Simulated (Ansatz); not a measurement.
**Co: starts and ends of a spin-polarised SCF**

Wanted: the lowest electronic state of Co in this cell. One SCF may end in a higher state, so several starts are tried. We look at Co: the measured crystal structure (space group P6_3/mmc), with 2 atoms per cell. Source: COD entry 9011616, which need not be the ambient phase.

The COD cell was measured well above room temperature, so it is larger than a cold one.

Method: DFT PBE, PAW, plane waves, scalar-relativistic, in Ansatz 0.2.0.

## 1. The structure to begin with

It takes space group P6_3/mmc (No. 194, hexagonal). Conventional cell: a = 2.527 Å, b = 2.527 Å, c = 4.119 Å, α = 90.00°, β = 90.00°, γ = 120.00°. Co (site symmetry -6m2) is surrounded by 12 Co at 2.52 to 2.53 Å.

As a file:

```
CELL_PARAMETERS angstrom
2.52700 0.00000 0.00000
-1.26350 2.18845 0.00000
0.00000 0.00000 4.11900
ATOMIC_POSITIONS crystal
Co 0.33333 0.66667 0.25000
Co 0.66667 0.33333 0.75000
```

In tables a label like Co2 counts atoms in the order of input.yaml; a structure file may count by element.

First come: parallel moments, plain SCF; opposed moments +-, plain SCF; no spin polarisation; spin on, no moments given (the program may seed its own), plain SCF. Further starts follow from what these give.

“Plain SCF” means no search for lower states. Ends within 0.2 meV/atom and 0.1 μB count as one state.

Moments by site are taken inside atomic spheres; the rest lies between them.

## 2. Parallel moments, plain SCF

input.yaml reads:

```yaml
crystal:
  lattice:
    - [2.52700165, 0.0, 0.0]
    - [-1.26350082, 2.18844762, 0.0]
    - [0.0, 0.0, 4.119]
  atoms:
    - { symbol: Co, position: [0.33333333, 0.66666667, 0.25], spin: 3.0 }
    - { symbol: Co, position: [0.66666667, 0.33333333, 0.75], spin: 3.0 }
magnetization:
  spin_polarized: true
hamiltonian:
  xc: pbe
  pseudopotentials: { kind: paw }
basis:
  ecutwfc: 420
kpoints:
  mp_grid: { grid: [13, 13, 7] }
scf:
  occupations: { method: fermi_dirac, width: 0.1 }
  lower_state_search: "off"
output:
  forces: true
  stress: true
```

The program printed (excerpt; [...] marks lines left out):

```text
[...]
Pseudopotentials: kind: paw
Pseudopotential: Co, paw, valence charge 17, recommended cutoff 420 eV (normal), Co.paw.azcp
Functional definition: PBE
[...]
Crystal: 2 atoms, lattice volume = 22.779 Å³
Basis set: ecut = 420 eV, 451 PW (Γ), exchange–correlation on 36×36×60 points (8 copies of the dense FFT grid, shifted against one another)
Bands: 24, of which v1, the nominal top of the filled ones, is band 17 counted from 1 (16 counted from 0)
Symmetry: 24 space group operations
Space group: P63/mmc (ITA 194), of the structure as read, at distance tolerance 2.8e-5 Å
Magnetic group: BNS 194.263 (UNI 1493), of the structure as read, at distance tolerance 2.8e-5 Å
k-points: 84 of 1183
[...]
Starting moments: Σ|m| = 6 μB on 2 of 2 sites
[...]
SCF iter   1: F=—  HF=-10251.839924 eV  |F-HF|=—  |Δ(HF+E_count)|=         —  Δρ=1.18e-1 (↑1.18e-1 ↓7.73e-2)  dr2=2.86e-1  dr2_m=1.96e0  M=3.866 μB ∫|m|=4.075 μB  β_m=0.30  ethr=8.41e-4  ⟨swp⟩=1.0  Hψ=20238  notcnv=0
[...]
spin-set hold released at iteration 1 (the charge has settled, or the pull on large starting moments outlasts its swing): the magnetisation degrees of freedom join the quasi-Newton model from the next iteration; the mixer history was flushed
[...]
SCF iter   9: F=-10252.304051 eV  HF=-10252.304051 eV  |F-HF|=9.31e-9  |Δ(HF+E_count)|=   1.31e-7  Δρ=9.39e-6 (↑6.34e-6 ↓9.39e-6)  dr2=1.21e-8  dr2_m=2.16e-9  M=3.274 μB ∫|m|=3.630 μB  ethr=2.94e-10  ⟨swp⟩=4.0  Hψ=12510  notcnv=0
[...]
SCF converged after 9 iterations
Magnetization: 3.2735 μB (18.6368 up, 15.3632 down)
Absolute magnetization: 3.6308 μB (∫|ρ↑−ρ↓|, with the PAW one-centre terms)
Spin contamination: 0.0629 ħ² per cell (⟨S²⟩ above its minimum at these occupations)
Per-site moments (μB) at R_I (Å): [(1.7178844938936018, 1.0411126846570355), (1.717884493893602, 1.0411126846570355)]
Free energy (F): -10252.304051 eV
[...]
E sigma→0 (E₀):  -10252.272424 eV
Entropy (-TS):   -0.063254 eV (-31.627 meV/atom)
Fermi energy:    17.647194 eV
[...]
--- Forces (eV/Å), atoms counted from 1 ---
  atom   1  Co     0.00000000     0.00000000     0.00000000
  atom   2  Co    -0.00000000    -0.00000000     0.00000000
[...]
--- Stress (GPa, compression-positive) ---
       -8.687023      -0.000000       0.000000
       -0.000000      -8.687023       0.000000
        0.000000       0.000000      -9.761479
  P = ⅓ Tr σ = -9.0452 GPa (-90.452 kbar)
```

Run time: 2.4 s. Hardware: 2 threads of an Arm CPU, shared host; peak memory 0.32 GiB.

The state reached is ferromagnetic, site moments Co1 1.72, Co2 1.72 μB, total 3.27 μB per cell, no gap on the k-mesh.

## 3. Opposed moments +-, plain SCF

Changes to input.yaml since step 2:

```diff
@@ -7,3 +7,3 @@
     - { symbol: Co, position: [0.33333333, 0.66666667, 0.25], spin: 3.0 }
-    - { symbol: Co, position: [0.66666667, 0.33333333, 0.75], spin: 3.0 }
+    - { symbol: Co, position: [0.66666667, 0.33333333, 0.75], spin: -3.0 }
 magnetization:
```

The program printed (excerpt; [...] marks lines left out):

```text
[... 11 lines as in an earlier run ...]
Symmetry: 12 space group operations
Space group: P-6m2 (ITA 187), of the structure as read, at distance tolerance 2.8e-5 Å
Magnetic group: BNS 194.267 (UNI 1497), of the structure as read, at distance tolerance 2.8e-5 Å
k-points: 84 of 1183 (time reversal used)
[... 4 lines as in an earlier run ...]
Starting moments: Σ|m| = 6 μB on 2 of 2 sites
Starting magnetic order: antiferromagnet; an inversion exchanges its spin sublattices: spin-degenerate at every k-point
[... 2 lines as in an earlier run ...]
[...]
SCF iter   1: F=—  HF=-10251.269246 eV  |F-HF|=—  |Δ(HF+E_count)|=         —  Δρ=1.17e-1 (↑1.17e-1 ↓1.17e-1)  dr2=3.61e-1  dr2_m=2.72e0  M=-0.000 μB ∫|m|=3.904 μB  β_m=0.30  ethr=1.06e-3  ⟨swp⟩=1.4  Hψ=20466  notcnv=0
[...]
[... 1 line as in an earlier run ...]
[...]
SCF converged after 21 iterations
Magnetization: -0.0003 μB (16.9999 up, 17.0001 down)
Absolute magnetization: 2.3155 μB (∫|ρ↑−ρ↓|, with the PAW one-centre terms)
Spin contamination: 0.7579 ħ² per cell (⟨S²⟩ above its minimum at these occupations)
Per-site moments (μB) at R_I (Å): [(1.1302504143655878, 1.0411126846570353), (-1.1305138881857242, 1.0411126846570353)]
Free energy (F): -10251.861216 eV
[...]
E sigma→0 (E₀):  -10251.777640 eV
Entropy (-TS):   -0.167151 eV (-83.576 meV/atom)
Fermi energy:    17.629332 eV
[...]
--- Forces (eV/Å), atoms counted from 1 ---
  atom   1  Co     0.00000000     0.00000000     0.00000000
  atom   2  Co     0.00000000    -0.00000000     0.00000000
[...]
--- Stress (GPa, compression-positive) ---
      -13.773253      -0.000000       0.000000
       -0.000000     -13.773253       0.000000
        0.000000       0.000000     -11.479692
  P = ⅓ Tr σ = -13.0087 GPa (-130.087 kbar)
```

Wall time 7.5 s (2 threads of an Arm CPU, shared host); peak memory 0.35 GiB.

End: antiferromagnetic (magnetic neighbours of Co2 with a moment over 0.3 of its own that point the other way: 6 of 12 at 2.52 Å, 6 of 6 at 3.57 Å), site moments Co1 1.13, Co2 -1.13 μB, total 0.00 μB per cell, no gap on the k-mesh. Against step 2, the lowest until now, it is 221 meV/atom higher. The program's check reads this end as a saddle point, not a minimum.

## 4. No spin polarisation

Changes to input.yaml since step 3:

```diff
@@ -6,6 +6,4 @@
   atoms:
-    - { symbol: Co, position: [0.33333333, 0.66666667, 0.25], spin: 3.0 }
-    - { symbol: Co, position: [0.66666667, 0.33333333, 0.75], spin: -3.0 }
-magnetization:
-  spin_polarized: true
+    - { symbol: Co, position: [0.33333333, 0.66666667, 0.25] }
+    - { symbol: Co, position: [0.66666667, 0.33333333, 0.75] }
 hamiltonian:
```

The program printed (excerpt; [...] marks lines left out):

```text
[... 10 lines as in an earlier run ...]
Bands: 21, of which v1, the nominal top of the filled ones, is band 17 counted from 1 (16 counted from 0)
[... 6 lines as in an earlier run ...]
[...]
[... 2 lines as in an earlier run ...]
SCF iter   1: F=—  HF=-10251.821806 eV  |F-HF|=—  |Δ(HF+E_count)|=         —  Δρ=3.37e-3  dr2=5.22e-4  ethr=1.77e-3  ⟨swp⟩=4.3  Hψ=6474  notcnv=0
[...]
SCF iter   6: F=-10251.823313 eV  HF=-10251.823313 eV  |F-HF|=1.15e-10  |Δ(HF+E_count)|=   2.15e-8  Δρ=3.95e-6  dr2=1.50e-9  ethr=4.52e-11  ⟨swp⟩=2.1  Hψ=5870  notcnv=0
[...]
SCF converged after 6 iterations
Free energy (F): -10251.823313 eV
[...]
E sigma→0 (E₀):  -10251.723345 eV
Entropy (-TS):   -0.199937 eV (-99.968 meV/atom)
Fermi energy:    17.507603 eV
[...]
--- Forces (eV/Å), atoms counted from 1 ---
  atom   1  Co    -0.00000000     0.00000000     0.00000000
  atom   2  Co     0.00000000    -0.00000000     0.00000000
[...]
--- Stress (GPa, compression-positive) ---
      -17.892285       0.000000       0.000000
        0.000000     -17.892285       0.000000
        0.000000       0.000000     -20.752253
  P = ⅓ Tr σ = -18.8456 GPa (-188.456 kbar)
```

Run time: 0.91 s. Hardware: 2 threads of an Arm CPU, shared host; peak memory 0.31 GiB.

The state reached is non-magnetic (no spin polarisation), no gap on the k-mesh. Against step 2, the lowest until now, it is 240 meV/atom higher.

## 5. Spin on, no moments given (the program may seed its own), plain SCF

Changes to input.yaml since step 4:

```diff
@@ -21 +21,3 @@
   stress: true
+magnetization:
+  spin_polarized: true
```

The program printed (excerpt; [...] marks lines left out):

```text
band count auto-derived: 24 (N_el = 34.0; filled up to band 17; 21 by the electrons, moments and atoms)
[... 20 lines as in an earlier run ...]
[...]
SCF iter   1: F=—  HF=-10249.928438 eV  |F-HF|=—  |Δ(HF+E_count)|=         —  Δρ=3.12e-1 (↑2.70e-1 ↓3.12e-1)  dr2=2.41e-1  dr2_m=1.77e1  M=4.135 μB ∫|m|=4.135 μB  ethr=7.87e-4  ⟨swp⟩=1.5  Hψ=10200  notcnv=0
[...]
SCF iter  10: F=-10252.304051 eV  HF=-10252.304051 eV  |F-HF|=2.22e-9  |Δ(HF+E_count)|=   9.62e-9  Δρ=3.38e-6 (↑3.38e-6 ↓2.11e-6)  dr2=4.08e-9  dr2_m=3.74e-10  M=3.274 μB ∫|m|=3.630 μB  ethr=2.17e-10  ⟨swp⟩=1.7  Hψ=12209  notcnv=0
[...]
SCF converged after 10 iterations
an eigenvalue changed by more than its tolerance at an iteration that met the thresholds in force, so the SCF went on 1 time: the last check found none over its tolerance
Magnetization: 3.2735 μB (18.6368 up, 15.3632 down)
Absolute magnetization: 3.6307 μB (∫|ρ↑−ρ↓|, with the PAW one-centre terms)
Spin contamination: 0.0629 ħ² per cell (⟨S²⟩ above its minimum at these occupations)
Per-site moments (μB) at R_I (Å): [(1.7178791447216109, 1.0411126846570355), (1.7178791447216109, 1.0411126846570355)]
Free energy (F): -10252.304051 eV
[...]
E sigma→0 (E₀):  -10252.272424 eV
Entropy (-TS):   -0.063254 eV (-31.627 meV/atom)
Fermi energy:    17.647274 eV
[... 24 lines left out: energy terms, forces, stress ...]
```

Run time: 2.9 s. Hardware: 2 threads of an Arm CPU, shared host; peak memory 0.33 GiB.

This is the state of step 2 again (ferromagnetic), after 10 iterations.

## 6. Parallel moments scaled by 0.1, plain SCF

Changes to input.yaml since step 5:

```diff
@@ -6,4 +6,6 @@
   atoms:
-    - { symbol: Co, position: [0.33333333, 0.66666667, 0.25] }
-    - { symbol: Co, position: [0.66666667, 0.33333333, 0.75] }
+    - { symbol: Co, position: [0.33333333, 0.66666667, 0.25], spin: 0.3 }
+    - { symbol: Co, position: [0.66666667, 0.33333333, 0.75], spin: 0.3 }
+magnetization:
+  spin_polarized: true
 hamiltonian:
@@ -21,3 +23 @@
   stress: true
-magnetization:
-  spin_polarized: true
```

The program printed (excerpt; [...] marks lines left out):

```text
[... 10 lines as in an earlier run ...]
Bands: 22, of which v1, the nominal top of the filled ones, is band 17 counted from 1 (16 counted from 0)
[... 8 lines as in an earlier run ...]
Starting moments: Σ|m| = 0.6 μB on 2 of 2 sites
[... 2 lines as in an earlier run ...]
[...]
SCF iter   1: F=—  HF=-10251.909962 eV  |F-HF|=—  |Δ(HF+E_count)|=         —  Δρ=4.88e-2 (↑7.34e-3 ↓4.88e-2)  dr2=2.59e-1  dr2_m=1.33e-1  M=0.824 μB ∫|m|=0.835 μB  β_m=1.00  ethr=7.61e-4  ⟨swp⟩=1.0  Hψ=18577  notcnv=0
[...]
spin-set hold released at iteration 12 (site moments contracting): the magnetisation degrees of freedom join the quasi-Newton model from the next iteration; the mixer history was flushed
[...]
SCF iter  19: F=-10252.304051 eV  HF=-10252.304051 eV  |F-HF|=4.07e-9  |Δ(HF+E_count)|=   9.01e-8  Δρ=1.08e-5 (↑8.85e-6 ↓1.08e-5)  dr2=4.77e-10  dr2_m=2.00e-8  M=3.274 μB ∫|m|=3.630 μB  ethr=3.90e-11  ⟨swp⟩=3.9  Hψ=10632  notcnv=0
[...]
SCF converged after 19 iterations
Magnetization: 3.2735 μB (18.6368 up, 15.3632 down)
Absolute magnetization: 3.6306 μB (∫|ρ↑−ρ↓|, with the PAW one-centre terms)
Spin contamination: 0.0629 ħ² per cell (⟨S²⟩ above its minimum at these occupations)
Per-site moments (μB) at R_I (Å): [(1.7178468183511675, 1.0411126846570355), (1.7178468183511675, 1.0411126846570355)]
Free energy (F): -10252.304051 eV
[...]
E sigma→0 (E₀):  -10252.272424 eV
Entropy (-TS):   -0.063256 eV (-31.628 meV/atom)
Fermi energy:    17.647221 eV
[... 24 lines left out: energy terms, forces, stress ...]
```

Run time: 4 s. Hardware: 2 threads of an Arm CPU, shared host; peak memory 0.32 GiB.

Nothing new: the 19 iterations lead to the state found in step 2 (ferromagnetic).

[end of part 1 of 2]
